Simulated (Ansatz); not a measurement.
## BiTe: a phonon run with k mesh 6×6×6

Level of theory: DFT PBEsol, scalar-relativistic, plane waves, PAW in Ansatz 0.2.0.

Launched with:
```bash
ansatz run input.yaml --threads 1 --pin off --max-ram 3072MiB --backend cpu --events-out ev --progress --plain --runs-dir out
```

Input (bare energies are in eV):
```yaml
crystal:
  lattice:
    - [0.0, 3.2005777672, 3.2005777672]
    - [3.2005777672, 0.0, 3.2005777672]
    - [3.2005777672, 3.2005777672, 0.0]
  atoms:
    - { symbol: Bi, position: [0.0, 0.0, 0.0] }
    - { symbol: Te, position: [0.5, 0.5, 0.5] }
basis:
  ecutwfc: 420
kpoints:
  mp_grid: { grid: [6, 6, 6] }
hamiltonian:
  xc: pbesol
scf:
  occupations: { method: fermi_dirac, width: 0.15 }
output:
  eigenvalues: true
phonons:
  method: dfpt
```

From the output:
```
--- Phonons (Γ-DFPT): 2 representative perturbations + reference, on 30 of 216 k-points (Σ response iterations 6) ---
  k mesh reduced under 8 symmetry operations, with k and −k counted as one. Each operation leaves every solved perturbation unchanged. A smaller set is not used because it would not reduce the number of displacements ...
  ASR residual: 2.911e-4 → 0.000e0 eV/Å²; symmetrization residual: 3.568e-5 eV/Å²
  ASR residual per site (eV/Å²): 1.66e-4 2.91e-4
  Γ frequencies (cm⁻¹): 0.00 0.00 0.00 106.76 106.76 106.76
  non-analytic LO–TO correction: not included (Born effective charges unavailable; polar crystals: no LO–TO splitting at Γ)
```

The run took 11 s on 1 thread of Intel(R) Xeon(R) Processor @ 2.70GHz, with other jobs on the host, peak memory 0.5 GiB.

Beside the reference run (Plane waves to 420 eV; Γ-centred k mesh 12×12×12; Fermi-Dirac smearing of 0.15 eV. No spin polarisation. Phonons by linear response, acoustic sum rule imposed.), the optical modes at Γ (cm⁻¹, by rank, those that always equal the one before left out, no LO field; i marks imaginary):
```json
{"setting": "reference run", "mode 1": "97"}
{"setting": "k mesh 6×6×6", "mode 1": "107"}
```

In a metal, frequencies and elastic constants depend on the k mesh and the smearing, soft modes and shear constants most. Spin–orbit coupling is left out, which can shift energies with elements as heavy as these.